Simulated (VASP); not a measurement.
A run of VASP 6.6.1:

The input INCAR:

```
ALGO = Fast
EDIFF = 1E-4
EDIFFG = -0.08
ENCUT = 520
GGA = PE
IBRION = 2
ISIF = 3
ISMEAR = 0
KPAR = 2
LASPH = T
LCHARG = F
LREAL = F
LWAVE = F
NELM = 60
NSW = 24
PREC = Normal
SIGMA = 0.15
```

KPOINTS

```
k-points
0
Gamma
  5 5 5
```

Contents of POSCAR:

```
ZnSnN2
1.0
   -2.1312123700      2.1312123700      3.6082896700
    2.1312123700     -2.1312123700      3.6082896700
    2.1312123700      2.1312123700     -3.6082896700
Zn Sn N
1 1 2
Direct
    0.0000000000      0.0000000000      0.0000000000
    0.5000000000      0.5000000000      0.0000000000
    0.2116059800      0.2116059800      0.0000000000
    0.7883940200      0.7883940200      0.0000000000
```

Potentials or basis: VASP PAW PBE potentials, release 64 (Zn, Sn_d, N).

The run is started by

```sh
$ cat potpaw_PBE.64/Zn/POTCAR potpaw_PBE.64/Sn_d/POTCAR potpaw_PBE.64/N/POTCAR > POTCAR
$ mpirun -np 2 vasp_std > vasp.out
```

Hardware: 2 MPI ranks on Intel(R) Xeon(R) 6975P-C (Granite Rapids) (shared host).

Problem. How long does it take, and how much memory?

Solution. Wall time 82 s on 2 MPI ranks on Intel(R) Xeon(R) 6975P-C (Granite Rapids), with other jobs on the host, peak memory 0.17 GiB a rank. Counts: scf iterations 194, k points 18, ion steps 22.
